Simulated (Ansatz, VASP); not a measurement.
**One calculation of TiB, two programs**

```
Ti B
1.0
     0.00000    2.10100    2.07999
     2.10100    0.00000    2.07999
     2.10100    2.10100    0.00000
Ti B
1 1
Direct
  0.75000 0.75000 0.75000
  0.00000 0.00000 0.00000
```

Change from the starting cell: zz strain of -1 %, crystal datasets.

Alike in both runs: task electric field gradients; functional LDA; k mesh 13 × 13 × 13; occupations fermi-dirac, width 0.05 eV; no spin polarisation.

```csv
,VASP,Ansatz
version,VASP 6.6.1,Ansatz 0.2.0
potentials or method,"VASP PAW LDA potentials, release 64 (Ti_sv, B), cutoff 520 eV","all-electron PAW with datasets made for the crystal, scalar-relativistic"
```

VASP gave:

```
pressure (GPa)                                                 : 109.7
largest component of the traceless stress (GPa)                : 1.51
Vzz of the field gradient on the site that differs most (V/Å²) : 0.1
```

Q: What did Ansatz give for the same quantities?

A: Pressure (GPa): 109.8; largest component of the traceless stress (GPa): 1.53; Vzz of the field gradient on the site that differs most (V/Å²): 0.0.

Ansatz ran all-electron here, so the differences hold the error of VASP's frozen core and of both bases.

Caveats: the cell as given lies far from equilibrium; so large a pressure means that the cell lies far from this level's equilibrium, or that cutoff or potentials fall short (VASP).
